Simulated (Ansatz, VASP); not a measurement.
# TaN (TaN strained to the junction's net): VASP beside Ansatz

One calculation is typed for both programs; each brings its own data sets. How far apart do they land? The cell is generated by rule, not measured, and may not be a known phase. The structure shown is the end of the Ansatz relaxation below.

Method: plane waves, with VASP 6.6.1 beside it; single point at PBE, in Ansatz 0.2.0.

## Step 1: Starting point

The structure is tetragonal, space group I4/mmm (No. 139). Conventional cell: a = 3.134 Å, b = 3.134 Å, c = 4.414 Å, α = 90.00°, β = 90.00°, γ = 90.00°. Nearest to N lie 6 Ta at 2.21 to 2.22 Å. Nearest to Ta lie 6 N at 2.21 to 2.22 Å. Farther neighbours and most contacts between anions are not listed.

## Step 2: Ansatz: relaxation, PBE

Ansatz runs on its default PAW (the set named soft_2) files.

This run makes the geometry at which the two programs are then compared.

Contents of input.yaml:

```yaml
crystal:
  lattice:
    - [3.134, 0.0, 0.0]
    - [0.0, 3.134, 0.0]
    - [0.0, 0.0, 4.4114982869]
  atoms:
    - { symbol: "N", position: [0.0, 0.0, 0.0] }
    - { symbol: Ta, position: [0.5, 0.5, 0.0] }
    - { symbol: "N", position: [0.5, 0.5, 0.5] }
    - { symbol: Ta, position: [0.0, 0.0, 0.5] }
kpoints:
  mp_grid: { grid: [12, 12, 7] }
scf:
  occupations: { method: fermi_dirac, width: 0.1 }
  max_iter: 150
hamiltonian:
  xc: pbe
relax:
  f_tol: 0.01
  max_steps: 40
  cell: { fix: [a, b, angles] }
```

Launch:

```
ansatz run input.yaml --threads 4 --pin off --max-ram 12288MiB --backend cpu --events-out ev --progress --plain --runs-dir out
```

Numbers of over 12 decimals in the logs are rounded to 6 here.

Log:

```text
Engine: ansatz 0.2.0, aarch64-unknown-linux-gnu
Pseudopotentials: kind: paw
Pseudopotential: N, paw, valence charge 5, recommended cutoff 420 eV (normal), N.paw.azcp
Pseudopotential: Ta, paw, valence charge 13, recommended cutoff 420 eV (normal), Ta.paw.azcp
Functional definition: PBE
  parameter kappa = 0.804
  parameter beta = 0.066725
  exchange = pbe_x(kappa = kappa, mu = beta*pi^2/3)
  correlation = pbe_c(beta = beta)
Crystal: 4 atoms, lattice volume = 43.330 Å³
Basis set: ecut = 420 eV, 855 PW (Γ), exchange–correlation on 48×48×60 points (8 copies of the dense FFT grid, shifted against one another)
Bands: 22, of which v1, the nominal top of the filled ones, is band 18 counted from 1 (17 counted from 0)
Symmetry: 32 space group operations
Space group: I4/mmm (ITA 139), of the structure as read, at distance tolerance 3.5e-5 Å
k-points: 112 of 1008
Non-local potential: N, projectors of the file, l = 0: 2, l = 1: 2, l = 2: 1
Non-local potential: Ta, projectors of the file, l = 0: 3, l = 1: 2, l = 2: 2, l = 3: 1
PAW form: soft (Blöchl's): semilocal exchange-correlation on the pseudo side does not see the compensation charge
PAW one-centre angular grid: N, 110 points (default); XC on 64 Gauss nodes
PAW one-centre angular grid: Ta, 590 points (default); XC on 64 Gauss nodes
Initial density: superposition of atomic densities (neutral atoms: chi_scale 0, normalization atom), corrected by the library's trained network
Initial wavefunctions: pseudopotential atomic-orbital guess
Functional: x = pbe(κ = 0.804, μ = 0.219515), c = pbe(β = 0.066725)
SCF iter   1: F=—  HF=-20635.865462 eV  |F-HF|=—  |Δ(HF+E_count)|=         —  Δρ=1.73e-3  dr2=5.67e-4  ethr=1.77e-3  ⟨swp⟩=5.3  Hψ=23345  notcnv=0  defer=2
automatic band count: the SCF goes on with 26 bands, as 22 were too few: the levels above may hold too much charge
preconditioner: auto → Kerker (q_TF=auto, 2.645 Å⁻¹)  [metal: Δε(μ)=0.015 eV  Ē_g=10.868 eV  σ=0.100 eV  W_gap=0.04  n_scr=14 (ndim 8)  ℏωp=25.2 eV  f_vac=0.000  D(μ)=1.76/eV (n_scr^D=14)]
SCF iter   2: F=—  HF=-20635.865439 eV  |F-HF|=—  |Δ(HF+E_count)|=   2.35e-5  Δρ=9.62e-4  dr2=1.40e-4  ethr=1.57e-6  ⟨swp⟩=2.2  Hψ=5631  notcnv=0
SCF iter   3: F=—  HF=-20635.865678 eV  |F-HF|=—  |Δ(HF+E_count)|=   2.39e-4  Δρ=1.67e-4  dr2=8.69e-6  ethr=3.89e-7  ⟨swp⟩=2.0  Hψ=3771  notcnv=0
SCF iter   4: F=—  HF=-20635.865891 eV  |F-HF|=—  |Δ(HF+E_count)|=   2.13e-4  Δρ=6.03e-5  dr2=9.23e-7  ethr=2.41e-8  ⟨swp⟩=2.1  Hψ=4464  notcnv=0
iter 5 did not close the SCF: its close was put off for the readings that it lacked (scf_convergence_deferred on its scf_iter line)
SCF iter   5: F=-20635.865891 eV  HF=-20635.865891 eV  |F-HF|=7.25e-9  |Δ(HF+E_count)|=   8.96e-8  Δρ=7.27e-6  dr2=9.10e-9  ethr=2.56e-9  ⟨swp⟩=2.1  Hψ=4743  notcnv=0
SCF iter   6: F=-20635.865891 eV  HF=-20635.865891 eV  |F-HF|=4.26e-10  |Δ(HF+E_count)|=   8.39e-9  Δρ=1.93e-6  dr2=5.81e-10  ethr=2.53e-11  ⟨swp⟩=2.0  Hψ=8680  notcnv=0
SCF 1 converged in 6 iterations: F = -20635.865891 eV  dr2 = 5.81e-10
  greatest PAW one-centre occupation: 0.999 electrons in one spin orbital (limit 2), on the Ta atom at site 3 (counted from 0), in its partial waves of l = 0
relax step   1: F+E_penalty+E_count = -20635.86589130 eV  Δ(F+E_penalty+E_count) = +0.000e0 eV  max|allowed force component| = 3.883e-30 eV/Å  Δτ_max = 0.0000 Å  P = -1.711 GPa  Ω = 43.330 Å³  fix = [a, b, alpha, beta, gamma]  reactions: a -2.761, b -2.761 GPa  (6 SCF iters, dr2 threshold 1.00e-7 eV, accepted)
[...]
relax step   2: F+E_penalty+E_count = -20635.86584158 eV  Δ(F+E_penalty+E_count) = +4.972e-5 eV  max|allowed force component| = 5.670e-30 eV/Å  Δτ_max = 0.0000 Å  P = -1.902 GPa  Ω = 43.354 Å³  energy of the carried Pulay correction = -7.694e-5 eV  fix = [a, b, alpha, beta, gamma]  reactions: a -2.834, b -2.834 GPa  (6 SCF iters, dr2 threshold 3.78e-7 eV, accepted)
[...]
relax step   3: F+E_penalty+E_count = -20635.86590615 eV  Δ(F+E_penalty+E_count) = -6.458e-5 eV  max|allowed force component| = 3.525e-30 eV/Å  Δτ_max = 0.0000 Å  P = -1.900 GPa  Ω = 43.354 Å³  fix = [a, b, alpha, beta, gamma]  reactions: a -2.833, b -2.833 GPa  stress off target by 3.36e-2 GPa on what of the cell is left free  SCF on the basis re-selected at this cell (its energy is not comparable with the rows above)  (6 SCF iters)
basis re-selected at this cell: Δ(F+E_penalty+E_count) = -6.458e-5 eV, ΔP = +0.002 GPa vs the last step (what re-selecting the basis moved, of the pressure what is left beyond the Pulay correction that the steps carried, after the strain that the cell walked since its last selection, with what the two solves' SCF thresholds leave and, on support functions, any second-order correction that the steps lacked; it is no m [...]
SCF converged after 6 iterations
Free energy (F): -20635.865906 eV
Harris-Foulkes:  -20635.865906 eV  (|F-HF|=3.64e-12)
Internal energy: -20635.809516 eV  (E = F + TS)
E sigma→0 (E₀):  -20635.837711 eV
Entropy (-TS):   -0.056390 eV (-14.098 meV/atom)
Fermi energy:    21.231071 eV
--- Per-component energies (eV) ---
  E_band       = -102.842039
  E_kinetic    = 999.956384
  E_local      = -1192.570371  (includes V_loc(G=0)·N_el)
  E_nonlocal   = 119.471762
  E_hartree    = 399.899758
  E_xc         = -559.645926
  E_vxc        = -564.488860  (∫ρ·V_xc dr)
  E_paw        = -17048.314639  (= ΣΔE_a)
  E_vpaw       = -265.010854  (= ΣTr[D̂ρ^β])
  E_aug_tail   = 0.000385  (compensation charges beyond the density's cutoff)
  E_ewald      = -3354.606869
  E_smearing   = -0.056390  (= −TS)
  E_closure    = 0.000000  (closes the sum)
  Σ components = -20635.865906   (vs F -20635.865906, Δ=0.00e0)
--- Forces (eV/Å), atoms counted from 1 ---
  atom   1  N      0.00000000    -0.00000000     0.00000000
  atom   2  Ta    -0.00000000     0.00000000     0.00000000
  atom   3  N      0.00000000     0.00000000     0.00000000
  atom   4  Ta    -0.00000000     0.00000000     0.00000000
  max |Σ_I F_I| component: 4.73e-30 eV/Å
--- Stress (GPa, compression-positive) ---
       -2.832832      -0.000000       0.000000
        0.000000      -2.832832       0.000000
        0.000000       0.000000      -0.033561
  P = ⅓ Tr σ = -1.8997 GPa (-18.997 kbar)
--- Relaxed structure (2 steps of the walk, 2 accepted, 1 SCFs on fresh bases) ---
  F+E_penalty+E_count = -20635.86590615 eV   max|allowed force component| = 3.525e-30 eV/Å   (the final SCF, on the basis selected at the relaxed cell)
  cell:  # Å, volume = 43.3544 Å³
    - [3.134, 0.0, 0.0]
    - [0.0, 3.134, 0.0]
    - [0.0, 0.0, 4.414033]
  atoms:
    - { symbol: N, position: [0.0, 0.0, 0.0] }
    - { symbol: Ta, position: [0.5, 0.5, 0.0] }
    - { symbol: N, position: [0.5, 0.5, 0.5] }
    - { symbol: Ta, position: [0.0, 0.0, 0.5] }
```

In the SCF lines HF is the Harris–Foulkes energy and dr2 the Hartree energy of the density residual, in eV; the loop may stop once dr2 is under the threshold and the program's other checks hold. Hψ counts applications of the Hamiltonian.

## Step 3: VASP: single point, PBE

The same cell, functional, mesh and smearing now go to VASP, with its own data sets.

Lines of VASP's logs that name or quote its potential files are left out, and so is its time.

Contents of INCAR:

```
SYSTEM = TaN
PREC = Accurate
ENCUT = 600
EDIFF = 1E-06
NELM = 120
ISMEAR = -1
SIGMA = 0.1
LREAL = .FALSE.
ALGO = Normal
GGA = PE
NBANDS = 22
LASPH = .TRUE.
LORBIT = 11
LWAVE = .FALSE.
LCHARG = .FALSE.
ISIF = 2
GGA_COMPAT = .FALSE.
```

Contents of POSCAR:

```
TaN
1.0
    3.1340000000      0.0000000000      0.0000000000
    0.0000000000      3.1340000000      0.0000000000
    0.0000000000      0.0000000000      4.4140326012
N Ta
2 2
Direct
    0.0000000000      0.0000000000      0.0000000000
    0.5000000000      0.5000000000      0.5000000000
    0.5000000000      0.5000000000      0.0000000000
    0.0000000000      0.0000000000      0.5000000000
```

Contents of KPOINTS:

```
Automatic mesh
0
Gamma
12 12 7
0 0 0
```

The projector-augmented-wave data sets are N and Ta_pv (PBE family, release 64).

Launch:

```
mpirun -np 1 vasp_std
```

Log:

```text
[banner, memory and clock lines left out]
running    1 mpi-ranks, on    1 nodes
 distrk:  each k-point on    1 cores,    1 groups
 distr:  one band on    1 cores,    1 groups

 POSCAR found type information on POSCAR N Ta
 POSCAR found :  2 types and       4 ions
 LDA part: xc-table for (Slater+PW92), standard interpolation
 POSCAR, INCAR and KPOINTS ok, starting setup
 FFT: planning ... GRIDC
 FFT: planning ... GRID_SOFT
 FFT: planning ... GRID
 WAVECAR not read
 entering main loop
       N       E                     dE             d eps       ncg     rms          rms(c)
DAV:   1     0.278827379824E+03    0.27883E+03   -0.19313E+04  4936   0.172E+03
DAV:   2    -0.345996610551E+02   -0.31343E+03   -0.30074E+03  5840   0.463E+02
DAV:   3    -0.494936524896E+02   -0.14894E+02   -0.14451E+02  6358   0.925E+01
DAV:   4    -0.497530791341E+02   -0.25943E+00   -0.25678E+00  6022   0.117E+01
DAV:   5    -0.497582215335E+02   -0.51424E-02   -0.51353E-02  6330   0.127E+00    0.327E+01
DAV:   6    -0.438961995696E+02    0.58620E+01   -0.30293E+01  5904   0.369E+01    0.142E+01
DAV:   7    -0.437434867237E+02    0.15271E+00   -0.14124E+00  5776   0.782E+00    0.843E+00
DAV:   8    -0.436996480536E+02    0.43839E-01   -0.24469E-01  5808   0.365E+00    0.850E-01
DAV:   9    -0.436904489828E+02    0.91991E-02   -0.44804E-02  5982   0.120E+00    0.231E-01
DAV:  10    -0.436904237540E+02    0.25229E-04   -0.40477E-03  6024   0.547E-01    0.931E-02
DAV:  11    -0.436902591657E+02    0.16459E-03   -0.49222E-04  6104   0.162E-01    0.214E-02
DAV:  12    -0.436902575195E+02    0.16462E-05   -0.68821E-05  5936   0.535E-02    0.632E-03
DAV:  13    -0.436902565839E+02    0.93557E-06   -0.34317E-06  5638   0.122E-02
   1 F= -.43690257E+02 E0= -.43662038E+02  d E =-.564380E-01
```

Parts of OUTCAR (step 3):

```text
ion  position               nearest neighbor table
   1  0.000  0.000  0.000-   4 2.21   4 2.21   3 2.22   3 2.22   3 2.22   3 2.22
   2  0.500  0.500  0.500-   3 2.21   3 2.21   4 2.22   4 2.22   4 2.22   4 2.22
   3  0.500  0.500  0.000-   2 2.21   2 2.21   1 2.22   1 2.22   1 2.22   1 2.22   4 3.13   4 3.13
                             4 3.13   4 3.13   4 3.13   4 3.13   4 3.13   4 3.13
   4  0.000  0.000  0.500-   1 2.21   1 2.21   2 2.22   2 2.22   2 2.22   2 2.22   3 3.13   3 3.13
                             3 3.13   3 3.13   3 3.13   3 3.13   3 3.13   3 3.13

  LATTYP: Found a simple tetragonal cell.
 ALAT       =     3.1340000000
 C/A-ratio  =     1.4084341421

 Subroutine GETGRP returns: Found 16 space group operations
 (whereof 16 operations were pure point group operations)

The static configuration has the point symmetry D_4h.

 Found    112 irreducible k-points:

   k-points           NKPTS =    112   k-points in BZ     NKDIM =    112   number of bands    NBANDS=     22

   dimension x,y,z NGX =    28 NGY =   28 NGZ =   36
   dimension x,y,z NGXF=    56 NGYF=   56 NGZF=   72

   ENCUT  =  600.0 eV  44.10 Ry    6.64 a.u.   6.26  6.26  8.82*2*pi/ulx,y,z

   NELECT =      32.0000    total number of electrons

 k-points in reciprocal lattice and weights: Automatic mesh
   0.00000000  0.00000000  0.00000000       0.001
   0.08333333  0.00000000  0.00000000       0.004
   0.16666667  0.00000000  0.00000000       0.004
   0.25000000  0.00000000  0.00000000       0.004
   0.33333333  0.00000000  0.00000000       0.004
   0.41666667  0.00000000  0.00000000       0.004
   0.50000000  0.00000000  0.00000000       0.002
   0.08333333  0.08333333  0.00000000       0.004
   0.16666667  0.08333333  0.00000000       0.008
[...]
0.50000000  0.41666667  0.42857143       0.008
   0.50000000  0.50000000  0.42857143       0.002

 average (electrostatic) potential at core
       1 -61.4332       2 -61.4332       3 -35.0914       4 -35.0914

 E-fermi :   9.2974

 k-point     1 :       0.0000    0.0000    0.0000
  band No.  band energies     occupation
    ...
     15       5.5678      2.00000
     16       7.2600      2.00000
     17       7.2600      2.00000
     18       7.3081      2.00000
     19       9.3608      0.69349
     20       9.4120      0.48261
     21      10.6886      0.00000
     22      11.3866      0.00000

 k-point     2 :       0.0833    0.0000    0.0000
  band No.  band energies     occupation
    ...
     14       5.1824      2.00000
     15       5.3047      2.00000
     16       7.3359      2.00000
     17       7.4520      2.00000
     18       7.6600      2.00000
     19       9.6518      0.05617
     20       9.9752      0.00228
     21      11.0387      0.00000
     22      11.7984      0.00000

 k-point     3 :       0.1667    0.0000    0.0000
  band No.  band energies     occupation
    ...
     14       4.7388      2.00000
     15       6.0211      2.00000
     16       7.5615      2.00000
     17       7.8507      2.00000
     18       8.3600      1.99983
     19      10.0368      0.00123
     20      11.3287      0.00000
     21      12.0392      0.00000
     22      12.2346      0.00000

  Total       -0.5956422     -0.5956422      0.1733384      0.0000000     -0.0000000      0.0000000
  in kB      -22.0121512    -22.0121512      6.4057758      0.0000000     -0.0000000      0.0000000
  external PRESSURE =     -12.5395089 kB  Pullay stress =       0.0000000 kB

  energy-cutoff  :      600.00
  volume of cell :       43.35
      direct lattice vectors                 reciprocal lattice vectors
     3.134000000  0.000000000  0.000000000     0.319081047  0.000000000  0.000000000
     0.000000000  3.134000000  0.000000000     0.000000000  0.319081047  0.000000000
     0.000000000  0.000000000  4.414032601     0.000000000  0.000000000  0.226550207

 POSITION                                       TOTAL-FORCE (eV/Angst)
 -----------------------------------------------------------------------------------
      0.00000      0.00000      0.00000         0.000000      0.000000     -0.000000
      1.56700      1.56700      2.20702        -0.000000     -0.000000     -0.000000
      1.56700      1.56700      0.00000        -0.000000     -0.000000      0.000000
      0.00000      0.00000      2.20702         0.000000      0.000000      0.000000
 -----------------------------------------------------------------------------------
    total drift:                                0.000000      0.000000      0.000000

  FREE ENERGIE OF THE ION-ELECTRON SYSTEM (eV)
  ---------------------------------------------------
  free  energy   TOTEN  =       -43.6902565839 eV

  energy  without entropy=      -43.6338185706  energy(sigma->0) =      -43.66203758

 total charge
# of ion       s       p       d       tot
------------------------------------------
    1        1.225   2.518   0.000   3.743
    2        1.225   2.518   0.000   3.743
    3        0.269   6.210   2.423   8.902
    4        0.269   6.210   2.423   8.902
--------------------------------------------------
tot          2.988  17.456   4.845  25.289

[... 3 further parts left out ...]
```

The run ends at a pressure of -1.25 GPa.

## Step 4: Comparison

Known differences besides the potentials themselves: the data sets hold 36 valence electrons in Ansatz (on its default PAW (the set named soft_2) files) and 32 in VASP; the cutoff is 420 eV in Ansatz and 600 eV in VASP; Ansatz's pressure holds a Pulay correction, VASP's none. Total energies have different zeros and are not compared.

Both answers:

```tsv
quantity	Ansatz	VASP	difference
pressure (GPa)	-1.90	-1.25	-0.65
```

## Step 5: Results

| Property | Result |
| --- | --- |
| difference in pressure (single point, PBE) | -0.65 GPa |

In words: The difference in pressure is -0.65 GPa (single point, PBE), within the 1 GPa picked in this series as the mark of a large difference. The data sets hold unlike numbers of valence electrons (36 in Ansatz and 32 in VASP), so part of the differences comes from the potentials. Such differences can come from data sets, numerical settings and the points named under the comparisons, not from the functional's error against experiment.

[Lines on the potential files, build, host, timing and source positions are cut from VASP's logs without a mark.]

[Logs are printed without paths, hosts, clocks, repeated set-up lines and the standing remarks that a program may print on its own settings, such as how far it seeks lower states.]

[Hosts, paths, dates, database ids (printed as entryN), source tags and the programs' standing remarks are cut or masked in the printed files.]
